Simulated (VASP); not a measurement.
# ZnS (Wurtzite-2H) (P6_3mc) in VASP: notebook, part 2 of 2

VASP 6.6.1.

## Step 3: Dielectric tensor, PBE

INCAR reads:

```
PREC = Accurate
ENCUT = 350
EDIFF = 1E-7
ISMEAR = 0
SIGMA = 0.01
LREAL = F
LASPH = T
NELM = 100
ALGO = Normal
ISIF = 2
LWAVE = F
LCHARG = F
GGA = PE
LEPSILON = T
```

KPOINTS reads:

```
Automatic mesh
0
Gamma
  8 8 4
```

POSCAR reads:

```
ZnS
1.0
    3.8110000000      0.0000000000      0.0000000000
   -1.9055000000      3.3004228138      0.0000000000
    0.0000000000      0.0000000000      6.2340000000
Zn S
2 2
Direct
    0.6666666667      0.3333333333      0.5000000000
    0.3333333333      0.6666666667      0.0000000000
    0.6666666667      0.3333333333      0.8850000000
    0.3333333333      0.6666666667      0.3850000000
```

Potentials or basis: VASP PAW PBE potentials, release 64 (Zn, S).

Started as:

```
$ cat potpaw_PBE.64/Zn/POTCAR potpaw_PBE.64/S/POTCAR > POTCAR
$ mpirun -np 1 vasp_std > vasp.out
```

OUTCAR:

```text
PREC = Accurate
   ENCUT = 350
   EDIFF = 1E-7
   ISMEAR = 0
   LREAL = F
   LASPH = T
   NELM = 100
   ISIF = 2
   GGA = PE
   LEPSILON = T

 Found     30 irreducible k-points:

 Following reciprocal coordinates:
            Coordinates               Weight
  0.000000  0.000000  0.000000      1.000000
  0.125000  0.000000  0.000000      6.000000
  0.250000  0.000000  0.000000      6.000000
  0.375000  0.000000  0.000000      6.000000
  0.500000  0.000000  0.000000      3.000000
  0.125000  0.125000  0.000000      6.000000
   k-points           NKPTS =     30   k-points in BZ     NKDIM =     30   number of bands    NBANDS=     22
   number of dos      NEDOS =    301   number of ions     NIONS =      4
   total plane-waves  NPLWV =  23040
   dimension x,y,z NGX =    24 NGY =   24 NGZ =   40
   dimension x,y,z NGXF=    48 NGYF=   48 NGZF=   80
   ions per type =               2   2
   NGX,Y,Z   is equivalent  to a cutoff of  10.47, 10.47, 10.67 a.u.
   NGXF,Y,Z  is equivalent  to a cutoff of  20.94, 20.94, 21.33 a.u.
 SYSTEM =  unknown system
   PREC   = accura    normal or accurate (medium, high low for compatibility)
   ISTART =      0    job   : 0-new  1-cont  2-samecut
   ICHARG =      2    charge: 1-file 2-atom 10-const
   ISPIN  =      1    spin polarized calculation?
   LNONCOLLINEAR =      F non collinear calculations
   LSORBIT =      F    spin-orbit coupling
   LASPH  =      T    aspherical Exc in radial PAW
   ENCUT  =  350.0 eV  25.72 Ry    5.07 a.u.   5.81  5.81  9.51*2*pi/ulx,y,z
   NELM   =    100;   NELMIN=  2; NELMDL= -5     # of ELM steps
   EDIFF  = 0.1E-06   stopping-criterion for ELM
   LREAL  =      F    real-space projection
   EDIFFG = 0.1E-05   stopping-criterion for IOM
   NSW    =      0    number of steps for IOM
   IBRION =     -1    ionic relax: 0-MD 1-quasi-New 2-CG
   NFREE  =      0    steps in history (QN), initial steepest desc. (CG)
   ISIF   =      2    stress and relaxation
   ISYM   =      2    0-nonsym 1-usesym 2-fastsym
   POTIM  = 0.5000    time-step for ionic-motion
   TEBEG  =    0.0;   TEEND  =   0.0 temperature during run
   PSTRESS=    0.0 pullay stress
   NELECT =      36.0000    total number of electrons
   NUPDOWN=      -1.0000    fix difference up-down
   EMIN   =  10.00;   EMAX   =-10.00  energy-range for DOS
   EFERMI =   0.00;   METHOD = LEGACY
   ISMEAR =     0;   SIGMA  =   0.01  broadening in eV -4-tet -1-fermi 0-gaus
   EFERMI_NEDOS =   21; number of points for ismear=-14 and -15
   IALGO  =     38    algorithm
   IMIX   =      4    mixing-type and parameters
     AMIX     =   0.40;   BMIX     =  1.00
     AMIX_MAG =   1.60;   BMIX_MAG =  1.00
  volume/ion in A,a.u.               =      19.60       132.29
  Fermi-wavevector in a.u.,A,eV,Ry     =   1.262943  2.386617 21.701647  1.595026
  Thomas-Fermi vector in A             =   2.396326
   LORBIT       =      0    0 simple, 1 ext, 2 COOP (PROOUT), +10 PAW based schemes
   GGA     = PE    functional components
   LHFCALC =     F    Hartree Fock is set to
   AEXX    =    0.0000 exact exchange contribution
   IVDW    =     0    specifies the selected vdW correction
   LEPSILON=     T    determine dielectric tensor
   LRPA    =     F    only Hartree local field effects (RPA)
 non-spin polarized calculation
 Gauss-broadening in eV      SIGMA  =   0.01
  energy-cutoff  :      350.00
  volume of cell :       78.41
 maximum number of plane-waves:      1184
 NGX is ok and might be reduce to    24
   NGX = 11   NGY = 11   NGZ = 19

--------------------------------------- Ionic step        1  -------------------------------------------

 number of electron      35.9999988 magnetization
[... 167 lines left out ...]

 VOLUME and BASIS-vectors are now :
 -----------------------------------------------------------------------------
  energy-cutoff  :      350.00
  volume of cell :       78.41
      direct lattice vectors                 reciprocal lattice vectors
     3.811000000  0.000000000  0.000000000     0.262398321  0.151495741  0.000000000
    -1.905500000  3.300422814  0.000000000     0.000000000  0.302991482  0.000000000
     0.000000000  0.000000000  6.234000000     0.000000000  0.000000000  0.160410651

 POSITION                                       TOTAL-FORCE (eV/Angst)
 -----------------------------------------------------------------------------------
      1.90550      1.10014      3.11700         0.000000      0.000000      0.321475
     -0.00000      2.20028      0.00000         0.000000      0.000000      0.321475
      1.90550      1.10014      5.51709        -0.000000      0.000000     -0.321475
     -0.00000      2.20028      2.40009         0.000000     -0.000000     -0.321475
 -----------------------------------------------------------------------------------
    total drift:                               -0.000001     -0.000001     -0.000392

  FREE ENERGIE OF THE ION-ELECTRON SYSTEM (eV)
  ---------------------------------------------------
  free  energy   TOTEN  =       -13.6507706781 eV

  energy  without entropy=      -13.6507706781  energy(sigma->0) =      -13.65077068

 HEAD OF MICROSCOPIC STATIC DIELECTRIC TENSOR (INDEPENDENT PARTICLE, excluding Hartree and local field effects)
 ------------------------------------------------------
           6.284279     0.000000     0.000000
           0.000000     6.284279     0.000000
           0.000000    -0.000000     6.318684
 ------------------------------------------------------

 Free energy of the ion-electron system (eV)
  ---------------------------------------------------
  ---------------------------------------------------
  free energy    TOTEN  =        -1.14046105 eV

  energy without entropy =       -1.14046105

------------------------ aborting loop because EDIFF is reached ----------------------------------------

--------------------------------------- Ionic step        2  -------------------------------------------

------------------------ aborting loop because EDIFF is reached ----------------------------------------

--------------------------------------- Ionic step        3  -------------------------------------------

 Free energy of the ion-electron system (eV)
  ---------------------------------------------------
  ---------------------------------------------------
  free energy    TOTEN  =        -1.15635553 eV

  energy without entropy =       -1.15635553

------------------------ aborting loop because EDIFF is reached ----------------------------------------

 PIEZOELECTRIC TENSOR FIELD DIRECTION 3  (e Angst)
 -----------------------------------------------------------------------------
     1.67137  0.00000  0.00000           ( -0.01443  0.00000  0.00000)
     0.00000  1.67137  0.00000           (  0.00000 -0.01443  0.00000)
     0.00000 -0.00000 -3.99828           (  0.00000  0.00000  0.00917)

 PIEZOELECTRIC TENSOR FIELD DIRECTION 3  (C/m^2)
 -----------------------------------------------------------------------------
     0.34151  0.00000  0.00000
     0.00000  0.34151  0.00000
     0.00000 -0.00000 -0.81697

 MACROSCOPIC STATIC DIELECTRIC TENSOR (including local field effects in DFT)
 ------------------------------------------------------
           5.880115    -0.000000     0.000000
          -0.000000     5.880115     0.000000
           0.000000    -0.000000     5.938022
 ------------------------------------------------------

 PIEZOELECTRIC TENSOR (including local field effects)  for field in x, y, z        (e  Angst)
          XX          YY          ZZ          XY          YZ          ZX
  --------------------------------------------------------------------------------
  x    -0.00000    -0.00000     0.00000     0.00000     0.00000     1.66678
  y     0.00000    -0.00000     0.00000     0.00000     1.66678     0.00000
  z     1.67137     1.67137    -3.99828     0.00000     0.00000     0.00000

 PIEZOELECTRIC TENSOR (including local field effects)  for field in x, y, z        (C/m^2)
          XX          YY          ZZ          XY          YZ          ZX
  --------------------------------------------------------------------------------
  x    -0.00000    -0.00000     0.00000     0.00000     0.00000     0.34058
  y     0.00000    -0.00000     0.00000     0.00000     0.34058     0.00000
  z     0.34151     0.34151    -0.81697     0.00000     0.00000     0.00000

 BORN EFFECTIVE CHARGES (including local field effects) (in |e|, cummulative output)
 ---------------------------------------------------------------------------------
 ion    1
    1     1.95106     0.00000     0.00000
    2     0.00000     1.95106     0.00000
    3    -0.00000     0.00000     2.05542
 ion    2
    1     1.95106     0.00000     0.00000
    2     0.00000     1.95106     0.00000
    3     0.00000     0.00000     2.05542
 ion    3
    1    -1.95106     0.00000     0.00000
    2     0.00000    -1.95106     0.00000
    3     0.00000     0.00000    -2.05542
 ion    4
    1    -1.95106     0.00000     0.00000
    2     0.00000    -1.95106     0.00000
    3     0.00000    -0.00000    -2.05542
```

OSZICAR:

```text
N       E                     dE             d eps       ncg     rms          rms(c)
DAV:   1     0.199209568786E+03    0.19921E+03   -0.14013E+04  1320   0.151E+03
[... 13 lines left out ...]
RMM:   8    -0.115633310964E+01   -0.53535E-03   -0.20547E-05  2221   0.209E-02    0.258E-03
RMM:   9    -0.115633404091E+01   -0.93127E-06   -0.15670E-07  2283   0.555E-03    0.103E-03
RMM:  10    -0.115634109963E+01   -0.70587E-05   -0.17672E-07  2155   0.194E-03    0.301E-04
RMM:  11    -0.115635855753E+01   -0.17458E-04   -0.26921E-07  1818   0.585E-04    0.121E-04
RMM:  12    -0.115635470664E+01    0.38509E-05   -0.41697E-07  1476   0.369E-04    0.356E-05
RMM:  13    -0.115635552313E+01   -0.81649E-06   -0.13753E-07   958   0.240E-04    0.149E-05
RMM:  14    -0.115635553261E+01   -0.94834E-08   -0.76513E-08   817   0.228E-04    0.321E-06
```

Run time: 2.9 min. Hardware: 1 thread of Intel Xeon Platinum 8488C (Sapphire Rapids), shared host; peak memory 0.3 GiB.

These settings aren't checked as converged: the numbers below hold their error.

What came out:

```
Band gap on the k mesh                  : 2.25 eV, direct
Electronic dielectric tensor (diagonal) : 5.88, 5.88, 5.94
Born charges (mean of the diagonal)     : Zn +1.99; S -1.99 e
```

## Step 4: Dielectric tensor, PBE

Edit INCAR of step 3 so:

```diff
@@ -2,6 +2,6 @@
 ENCUT = 350
-EDIFF = 1E-7
+EDIFF = 1E-8
 ISMEAR = 0
 SIGMA = 0.01
-LREAL = F
+LREAL = Auto
 LASPH = T
```

KPOINTS is that of step 3.

POSCAR is that of step 3.

Potentials or basis: VASP PAW PBE potentials, release 64 (Zn, S).

Started as:

```
$ cat potpaw_PBE.64/Zn/POTCAR potpaw_PBE.64/S/POTCAR > POTCAR
$ mpirun -np 1 vasp_std > vasp.out
```

OUTCAR:

```text
PREC = Accurate
   ENCUT = 350
   EDIFF = 1E-8
   ISMEAR = 0
   LREAL = Auto
   LASPH = T
   NELM = 100
   ISIF = 2
   GGA = PE
   LEPSILON = T

 Found     30 irreducible k-points:

 Following reciprocal coordinates:
            Coordinates               Weight
  0.000000  0.000000  0.000000      1.000000
  0.125000  0.000000  0.000000      6.000000
  0.250000  0.000000  0.000000      6.000000
  0.375000  0.000000  0.000000      6.000000
  0.500000  0.000000  0.000000      3.000000
  0.125000  0.125000  0.000000      6.000000
   k-points           NKPTS =     30   k-points in BZ     NKDIM =     30   number of bands    NBANDS=     22
   number of dos      NEDOS =    301   number of ions     NIONS =      4
   total plane-waves  NPLWV =  23040
   dimension x,y,z NGX =    24 NGY =   24 NGZ =   40
   dimension x,y,z NGXF=    48 NGYF=   48 NGZF=   80
   ions per type =               2   2
   NGX,Y,Z   is equivalent  to a cutoff of  10.47, 10.47, 10.67 a.u.
   NGXF,Y,Z  is equivalent  to a cutoff of  20.94, 20.94, 21.33 a.u.
 SYSTEM =  unknown system
   PREC   = accura    normal or accurate (medium, high low for compatibility)
   ISTART =      0    job   : 0-new  1-cont  2-samecut
   ICHARG =      2    charge: 1-file 2-atom 10-const
   ISPIN  =      1    spin polarized calculation?
[... 271 lines left out ...]

 PIEZOELECTRIC TENSOR FIELD DIRECTION 3  (e Angst)
 -----------------------------------------------------------------------------
     1.67136  0.00000 -0.00000           ( -0.01440  0.00000 -0.00000)
     0.00000  1.67136 -0.00000           (  0.00000 -0.01440  0.00000)
     0.00000  0.00000 -3.99845           (  0.00000  0.00000  0.00911)

 PIEZOELECTRIC TENSOR FIELD DIRECTION 3  (C/m^2)
 -----------------------------------------------------------------------------
     0.34151  0.00000 -0.00000
     0.00000  0.34151 -0.00000
     0.00000  0.00000 -0.81701

 MACROSCOPIC STATIC DIELECTRIC TENSOR (including local field effects in DFT)
 ------------------------------------------------------
           5.879987     0.000000    -0.000000
           0.000000     5.879987     0.000000
           0.000000     0.000000     5.937897
 ------------------------------------------------------

 PIEZOELECTRIC TENSOR (including local field effects)  for field in x, y, z        (e  Angst)
          XX          YY          ZZ          XY          YZ          ZX
  --------------------------------------------------------------------------------
  x     0.00000     0.00000     0.00000    -0.00000     0.00000     1.66692
  y     0.00000     0.00000     0.00000     0.00000     1.66692     0.00000
  z     1.67136     1.67136    -3.99845     0.00000     0.00000     0.00000

 PIEZOELECTRIC TENSOR (including local field effects)  for field in x, y, z        (C/m^2)
          XX          YY          ZZ          XY          YZ          ZX
  --------------------------------------------------------------------------------
  x     0.00000     0.00000     0.00000    -0.00000     0.00000     0.34060
  y     0.00000     0.00000     0.00000     0.00000     0.34060     0.00000
  z     0.34151     0.34151    -0.81701     0.00000     0.00000     0.00000

 BORN EFFECTIVE CHARGES (including local field effects) (in |e|, cummulative output)
 ---------------------------------------------------------------------------------
 ion    1
    1     1.95105     0.00000     0.00000
    2     0.00000     1.95105    -0.00000
    3     0.00000     0.00000     2.05540
 ion    2
    1     1.95105     0.00000     0.00000
    2     0.00000     1.95105     0.00000
    3     0.00000     0.00000     2.05540
 ion    3
    1    -1.95105     0.00000     0.00000
    2     0.00000    -1.95105     0.00000
    3     0.00000     0.00000    -2.05540
 ion    4
    1    -1.95105     0.00000     0.00000
    2     0.00000    -1.95105     0.00000
    3    -0.00000     0.00000    -2.05540
```

OSZICAR:

```text
N       E                     dE             d eps       ncg     rms          rms(c)
DAV:   1     0.199207828334E+03    0.19921E+03   -0.14013E+04  1320   0.151E+03
DAV:   2     0.255921184091E+01   -0.19665E+03   -0.19231E+03  1422   0.319E+02
DAV:   3    -0.141741576312E+02   -0.16733E+02   -0.16655E+02  1560   0.101E+02
DAV:   4    -0.145031872572E+02   -0.32903E+00   -0.32869E+00  1572   0.147E+01
[... 12 lines left out ...]
RMM:  10    -0.115631087308E+01   -0.70190E-05    0.35490E-07  2183   0.193E-03    0.301E-04
RMM:  11    -0.115632833691E+01   -0.17464E-04    0.24291E-07  2332   0.575E-04    0.122E-04
RMM:  12    -0.115632467404E+01    0.36629E-05   -0.15235E-07  2104   0.319E-04    0.381E-05
RMM:  13    -0.115632515014E+01   -0.47610E-06    0.32115E-07  1426   0.157E-04    0.237E-05
RMM:  14    -0.115632523430E+01   -0.84165E-07   -0.12902E-07  1060   0.129E-04    0.720E-06
```

stdout:

```text
POSCAR found type information on POSCAR ZnS
 POSCAR found :  2 types and       4 ions
 scaLAPACK will be used
 -----------------------------------------------------------------------------
|                                                                             |
|                                                                             |
|     You have a (more or less) 'small supercell' and for smaller cells       |
[... 48 lines left out ...]
  Direction:   1
 dielectric tensor                  component  1 :     5.880    -0.542     0.000
 Linear response to external field, progress :
  Direction:   2
 dielectric tensor                  component  2 :    -0.911     5.880     0.000
 Linear response to external field, progress :
  Direction:   3
 dielectric tensor                  component  3 :    -0.388    -0.364     5.938
 Born effective charges drift removed
```

Run time: 4.9 min. Hardware: 1 thread of Intel Xeon Platinum 8488C (Sapphire Rapids), shared host; peak memory 0.27 GiB.

These settings aren't checked as converged: the numbers below hold their error.

What came out:

```
Band gap on the k mesh                  : 2.25 eV, direct
Electronic dielectric tensor (diagonal) : 5.88, 5.88, 5.94
Born charges (mean of the diagonal)     : Zn +1.99; S -1.99 e
```
